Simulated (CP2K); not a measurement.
CdS (Hawleyite):

```
CELL_PARAMETERS angstrom
4.12455 0.00000 0.00000
2.06228 3.57197 0.00000
2.06228 1.19066 3.36768
ATOMIC_POSITIONS crystal
Cd 0.00000 0.00000 0.00000
S 0.75000 0.75000 0.75000
```

Base run:

* Program: CP2K 2026.2
* Functional: AM05
* Potentials or basis: POTENTIAL_UZH Cd GTH-PBE-q12, S GTH-PBE-q6; TZVP-MOLOPT-PBE-GTH basis
* Density cutoff: 9184 eV
* k mesh: 8 × 8 × 8
* Occupations: fermi-dirac, width 0.05 eV
* Spin: no spin polarisation

Its results: band gap on the k mesh 1.07 eV, direct; pressure 1.2 GPa.

Problem. After a change of settings the same cell gave: band gap on the k mesh 0.85 eV, direct; pressure -0.9 GPa. Which change was it?
A. functional from AM05 to LDA
B. functional from AM05 to r2SCAN
C. functional from AM05 to BEEF-vdW
D. functional from AM05 to optB88-vdW

Solution. A.

LDA binds more tightly than AM05, so the same cell stands under less pressure.

Caveats: the potentials were made for another functional, which shifts forces and pressure; the basis of atomic orbitals isn't converged, which shifts pressures, moduli and gaps.

Runs at the PBE level aren't shown here.
